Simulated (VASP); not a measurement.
The system is TaN.

```
CELL_PARAMETERS angstrom
2.93800 0.00000 0.00000
-1.46900 2.54438 0.00000
0.00000 0.00000 2.88300
ATOMIC_POSITIONS crystal
Ta 0.01435 0.00664 0.50670
N 0.66342 0.31858 0.03028
```

The cell isn't the ideal one: atoms moved at random, drawn with an rms of 0.05 Å.

| Item | Value |
| --- | --- |
| Program | VASP 6.6.1 |
| Task | relaxation of the atoms |
| Functional | PBEsol |
| Potentials or basis | VASP PAW PBE potentials, release 64 (Ta_pv, N) |
| Cutoff | 520 eV |
| k mesh | 7 × 7 × 7 |
| Occupations | gaussian, width 0.1 eV |
| Spin | spin-orbit coupling, no magnetisation |

At the start: pressure -2.2 GPa; volume 10.78 Å³/atom.

Q: Where does the relaxation end?

A: Over 7 steps the energy falls by 26.8 meV/atom; space group P-6m2 (No. 187, to 0.05 Å).

Step by step:
```csv
step,energy change (eV),largest force (eV/Å),pressure (GPa)
1,0.0000,1.2093,-2.22
2,-0.0484,0.3737,-3.50
3,-0.0535,0.0494,-3.65
4,-0.0535,0.0543,-3.66
5,-0.0536,0.0250,-3.66
6,-0.0536,0.0217,-3.67
7,-0.0536,0.0055,-3.67
```

Final structure:
```
CELL_PARAMETERS angstrom
2.93800 0.00000 0.00000
-1.46900 2.54438 0.00000
0.00000 0.00000 2.88300
ATOMIC_POSITIONS crystal
Ta 0.00559 0.99598 0.51846
N 0.67219 0.32924 0.01853
```

Caveat: the PAW data sets were made with another functional, which shifts forces and pressure a little.
